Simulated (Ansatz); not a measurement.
Seebeck coefficient (μV/K, mean over directions) of p-type SrF$_{2}$ (Fm-3m) against carrier density, PBEsol, rigid bands in Ansatz (a quantum-chemistry and plane-wave program). Computed gap 6.90 eV; densities at which minority carriers matter at this gap, or further valleys turn the trend, are left out. Conductivity mass 2.8 mₑ (harmonic mean over directions), N_v = 1.0e21 cm⁻³ at 300 K.

```csv
hole density,300 K,500 K
1e16 cm⁻³,___,1322
1e17 cm⁻³,1049,1124
1e18 cm⁻³,850,925
3e18 cm⁻³,755,831
1e19 cm⁻³,652,727
3e19 cm⁻³,558,___
1e20 cm⁻³,___,529
3e20 cm⁻³,364,435
1e21 cm⁻³,271,333
```

**Question.** Complete the blanks.

**Answer.** 
- 1e16 cm⁻³, 300 K: 1247
- 3e19 cm⁻³, 500 K: 632
- 1e20 cm⁻³, 300 K: 455

Rigid bands with a gap fixed in temperature, one relaxation time for all states, no polarons or phonon drag, and whether or not such doping can be reached. Spin-orbit coupling is left out; where it splits the top of the valence band, N_v and the p-type Seebeck coefficient come out somewhat high without it.
